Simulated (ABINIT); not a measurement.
Crystal: LiF (Griceite).

```xyz
2
Lattice="0.0000 2.0140 2.0140 2.0140 0.0000 2.0140 2.0140 2.0140 0.0000" Properties=species:S:1:pos:R:3 pbc="T T T"
F     2.0140    2.0140    2.0140
Li    0.0000    0.0000    0.0000
```

Base run:

| Property | Result |
| --- | --- |
| Program | ABINIT 10.8.3 (patched build) |
| Functional | LDA |
| Potentials or basis | JTH PAW LDA v2.0 |
| Cutoff | 626 eV |
| k mesh | 11 × 11 × 11 |
| Occupations | fermi-dirac, width 0.05 eV |
| Spin | no spin polarisation |

Its results: band gap on the k mesh 8.81 eV, direct; pressure -6.5 GPa.

**Question.** The run is repeated on the same cell with these changes: functional from LDA to PBEsol; potentials or basis from JTH PAW LDA v2.0 to PseudoDojo NC SR PBEsol v0.4.1 standard; cutoff from 626 eV to 1143 eV. What comes out?

**Answer.** Band gap on the k mesh 8.94 eV, direct; pressure -1.4 GPa.

Not every run made on this cell is shown here.
